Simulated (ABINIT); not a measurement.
PbSe (Clausthalite), 2 atoms in the cell. Symmetry: Fm-3m, No. 225, cubic system. The conventional cell has a = 6.121 Å, b = 6.121 Å, c = 6.121 Å, α = 90.00°, β = 90.00°, γ = 90.00°. Pb (site symmetry m-3m) is surrounded by 6 Se at 3.06 Å. Around Se (site symmetry m-3m) lie 6 Pb at 3.06 Å. 

- Program: ABINIT 10.8.3 (patched build)
- Task: one-shot levels of the hybrid HF
- Functional: PBEsol
- Potentials or basis: PseudoDojo NC SR PBEsol v0.4.1 standard
- Cutoff: 1061 eV
- k mesh: 6 × 6 × 6
- Occupations: fixed
- Spin: no spin polarisation
- Bands in the sums: 23
- One-shot functional: HF

Potentials or basis: PseudoDojo NC SR PBEsol v0.4.1 standard.

Command:

```sh
$ abinit run.abi > log 2>&1
```

Hardware: 1 thread of AMD EPYC 9R45 96-Core Processor (Zen 5), with other jobs on the host.

Problem. How long does it take, and how much memory?

Solution. Run time: 3.2 min on 1 thread of AMD EPYC 9R45 96-Core Processor (Zen 5), on a shared host, peak memory 0.68 GiB. Counts: scf iterations 42, mpi ranks 1, k points 16, bands 27, plane waves 4573.
